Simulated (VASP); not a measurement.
**Results of a VASP single-point calculation on GaN (strained zincblende)**

POSCAR

```
Ga N
 1.0000000000000000
     0.0000000000000000    2.2264630156999998    2.2264630156999998
     2.2264630156999998    0.0000000000000000    2.2264630156999998
     2.2264630156999998    2.2264630156999998    0.0000000000000000
 Ga  N
   1   1
Cartesian
  0.0000000000000000  0.0000000000000000  0.0000000000000000
  1.1132315078499997  1.1132315078499997  1.1132315078499997
```

| Quantity | Value |
| --- | --- |
| gap between bands v and c | 1.96 eV |
| least direct gap | 1.96 eV |

Band v is the last that the valence electrons fill when counted band by band, and c is the next. Levels in eV from the top of v:

```
point    v−1      v     c    c+1
    Γ   0.00   0.00  1.96  10.53
    X  -2.83  -2.83  3.36   6.88
    K  -4.45  -2.28  5.06   8.15
    L  -1.01  -1.01  4.89   8.91
    W  -3.85  -3.82  6.29   8.75
```

Problem. Which of these levels of theory gave these results?
A. PBEsol
B. PBE
C. r²SCAN
D. PBE0
E. HSE06
F. PBE with spin–orbit coupling
G. LDA

Solution. B.

The INCAR was:

```
LREAL = .FALSE.
LASPH = .TRUE.
EDIFF = 1E-7
IBRION = -1
PREC = Accurate
LWAVE = .FALSE.
ISIF = 2
NBANDS = 16
ISMEAR = -1
SIGMA = 0.02
GGA = PE
LCHARG = .FALSE.
ENCUT = 520
NELM = 120
NSW = 0
```
